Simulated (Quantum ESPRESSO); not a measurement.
A run of Quantum ESPRESSO 7.5:

File pw.in:

```
&CONTROL
  calculation = 'scf'
  prefix = 'pwscf'
  outdir = './tmp'
  pseudo_dir = './pseudo'
  tprnfor = .true.
  tstress = .true.
  disk_io = 'low'
/
&SYSTEM
  ibrav = 0
  A = 2.86350669
  nat = 1
  ntyp = 1
  ecutwfc = 45
  ecutrho = 360
  nbnd = 6
  occupations = 'smearing'
  smearing = 'fd'
  degauss = 0.00367493
/
&ELECTRONS
  conv_thr = 2d-10
  electron_maxstep = 120
  mixing_beta = 0.5
/
ATOMIC_SPECIES
Al    26.9815 al_pbe_v1.uspp.F.UPF
CELL_PARAMETERS alat
   0.0000000000    0.7071067817    0.7071067817
   0.7071067817    0.0000000000    0.7071067817
   0.7071067817    0.7071067817    0.0000000000
ATOMIC_POSITIONS alat
Al     0.0000000000    0.0000000000    0.0000000000
K_POINTS automatic
11 11 11 0 0 0
```

The input pp_density.in:

```
&INPUTPP
  prefix = 'pwscf'
  outdir = './tmp'
  filplot = 'density.dat'
  plot_num = 0
/
&PLOT
  nfile = 1
  filepp(1) = 'density.dat'
  iflag = 3
  output_format = 6
  fileout = 'density.cube'
/
```

pp_potential.in

```
&INPUTPP
  prefix = 'pwscf'
  outdir = './tmp'
  filplot = 'potential.dat'
  plot_num = 11
/
&PLOT
  nfile = 1
  filepp(1) = 'potential.dat'
  iflag = 3
  output_format = 6
  fileout = 'potential.cube'
/
```

The input bands.in:

```
&CONTROL
  calculation = 'bands'
  prefix = 'pwscf'
  outdir = './tmp'
  pseudo_dir = './pseudo'
  disk_io = 'low'
  verbosity = 'high'
/
&SYSTEM
  ibrav = 0
  A = 2.86350669
  nat = 1
  ntyp = 1
  ecutwfc = 45
  ecutrho = 360
  nbnd = 6
  occupations = 'smearing'
  smearing = 'fd'
  degauss = 0.00367493
/
&ELECTRONS
  conv_thr = 1d-08
  electron_maxstep = 120
  mixing_beta = 0.5
  diago_full_acc = .true.
  startingwfc = 'random'
/
ATOMIC_SPECIES
Al    26.9815 al_pbe_v1.uspp.F.UPF
CELL_PARAMETERS alat
   0.0000000000    0.7071067817    0.7071067817
   0.7071067817    0.0000000000    0.7071067817
   0.7071067817    0.7071067817    0.0000000000
ATOMIC_POSITIONS alat
Al     0.0000000000    0.0000000000    0.0000000000
K_POINTS crystal
60
 0.0000000000  0.0000000000  0.0000000000 1
 0.0625000000  0.0000000000  0.0625000000 1
 0.1250000000  0.0000000000  0.1250000000 1
 0.1875000000  0.0000000000  0.1875000000 1
 0.2500000000  0.0000000000  0.2500000000 1
 0.3125000000  0.0000000000  0.3125000000 1
 0.3750000000  0.0000000000  0.3750000000 1
 0.4375000000  0.0000000000  0.4375000000 1
 0.5000000000  0.0000000000  0.5000000000 1
 0.5000000000  0.0625000000  0.5625000000 1
 0.5000000000  0.1250000000  0.6250000000 1
 0.5000000000  0.1875000000  0.6875000000 1
 0.5000000000  0.2500000000  0.7500000000 1
 0.4375000000  0.3125000000  0.7500000000 1
 0.3750000000  0.3750000000  0.7500000000 1
 0.3375000000  0.3375000000  0.6750000000 1
 0.3000000000  0.3000000000  0.6000000000 1
 0.2625000000  0.2625000000  0.5250000000 1
 0.2250000000  0.2250000000  0.4500000000 1
 0.1875000000  0.1875000000  0.3750000000 1
 0.1500000000  0.1500000000  0.3000000000 1
 0.1125000000  0.1125000000  0.2250000000 1
 0.0750000000  0.0750000000  0.1500000000 1
 0.0375000000  0.0375000000  0.0750000000 1
 0.0000000000  0.0000000000  0.0000000000 1
 0.0625000000  0.0625000000  0.0625000000 1
 0.1250000000  0.1250000000  0.1250000000 1
 0.1875000000  0.1875000000  0.1875000000 1
 0.2500000000  0.2500000000  0.2500000000 1
 0.3125000000  0.3125000000  0.3125000000 1
 0.3750000000  0.3750000000  0.3750000000 1
 0.4375000000  0.4375000000  0.4375000000 1
 0.5000000000  0.5000000000  0.5000000000 1
 0.5250000000  0.4500000000  0.5250000000 1
 0.5500000000  0.4000000000  0.5500000000 1
 0.5750000000  0.3500000000  0.5750000000 1
 0.6000000000  0.3000000000  0.6000000000 1
 0.6250000000  0.2500000000  0.6250000000 1
 0.5833333333  0.2500000000  0.6666666667 1
 0.5416666667  0.2500000000  0.7083333333 1
 0.5000000000  0.2500000000  0.7500000000 1
 0.5000000000  0.2857142857  0.7142857143 1
 0.5000000000  0.3214285714  0.6785714286 1
 0.5000000000  0.3571428571  0.6428571429 1
 0.5000000000  0.3928571429  0.6071428571 1
 0.5000000000  0.4285714286  0.5714285714 1
 0.5000000000  0.4642857143  0.5357142857 1
 0.5000000000  0.5000000000  0.5000000000 1
 0.4821428571  0.4821428571  0.5357142857 1
 0.4642857143  0.4642857143  0.5714285714 1
 0.4464285714  0.4464285714  0.6071428571 1
 0.4285714286  0.4285714286  0.6428571429 1
 0.4107142857  0.4107142857  0.6785714286 1
 0.3928571429  0.3928571429  0.7142857143 1
 0.3750000000  0.3750000000  0.7500000000 1
 0.6250000000  0.2500000000  0.6250000000 1
 0.5937500000  0.1875000000  0.5937500000 1
 0.5625000000  0.1250000000  0.5625000000 1
 0.5312500000  0.0625000000  0.5312500000 1
 0.5000000000  0.0000000000  0.5000000000 1
```

Potentials or basis: GBRV 1.5 PBE.

Command:

```sh
$ OMP_NUM_THREADS=1 pw.x -in pw.in > pw.out
$ OMP_NUM_THREADS=1 pp.x -in pp_density.in > pp_density.out
$ OMP_NUM_THREADS=1 pp.x -in pp_potential.in > pp_potential.out
$ OMP_NUM_THREADS=1 pw.x -in bands.in > bands.out
```

Hardware: 1 thread of Arm Neoverse V1, on a shared host.

Estimate the wall time of this run.

It took 5.8 s on 1 thread of Arm Neoverse V1, with other jobs on the host, peak memory 0.09 GiB. Counts: scf iterations 6, k pools 1, bands 6, k points 56, g dense 12939.
